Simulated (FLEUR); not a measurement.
**C under changes of volume**

One of the cells (5.672 Å³/atom); the others are scaled copies at fixed shape and fractional positions:

```
CELL_PARAMETERS angstrom
2.52210 0.00000 0.00000
-1.26105 2.18420 0.00000
0.00000 0.00000 12.35570
ATOMIC_POSITIONS crystal
C 0.66667 0.33333 0.35417
C 0.33333 0.66667 0.85417
C 0.66667 0.33333 0.14583
C 0.33333 0.66667 0.64583
C 0.66667 0.33333 0.47917
C 0.33333 0.66667 0.97917
C 0.66667 0.33333 0.02083
C 0.33333 0.66667 0.52083
C 0.00000 0.00000 0.81250
C 0.00000 0.00000 0.31250
C 0.00000 0.00000 0.68750
C 0.00000 0.00000 0.18750
```

This is a hexagonal form of diamond, not graphite.

- Program: FLEUR MaX-R8.1 (patched build s14)
- Functional: PBEsol
- Potentials or basis: all-electron
- Basis: FLAPW
- Kmax: 5.19 1/bohr
- k mesh: 12 × 12 × 3
- Occupations: fermi-dirac, width 0.05 eV
- Spin: no spin polarisation

| volume (Å³/atom) | energy over the lowest point (meV/atom) | gap on the mesh (eV) |
| --- | --- | --- |
| 5.332 | 28.11 | 4.42 |
| 5.445 | 11.34 | 4.36 |
| 5.672 | 0.00 | 4.26 |
| 5.899 | 14.18 | 4.16 |
| 6.012 | ? | ? |

Q: What does the run at 6.012 Å³/atom give?

A: Energy over the lowest point 29.47 meV/atom; gap on the mesh 4.11 eV.

Worked out: A Birch-Murnaghan fit of order 2 (a polynomial in V^(-2/3)) to the other rows has its minimum at 5.65 Å³/atom with B0 = V·E''(V) = 453 GPa at fixed shape and positions, which overstates the stiffness. It gives 29.23 meV/atom at 6.012 Å³/atom, against the run's 29.47. A straight line through the other rows of the gap, of slope -2.55 eV per unit of ln V, extrapolates to 4.11 eV, against the run's 4.11.

Energies are extrapolated to zero smearing.

Caveats: an odd mesh through Γ misses points on the zone boundary, where band edges often lie.
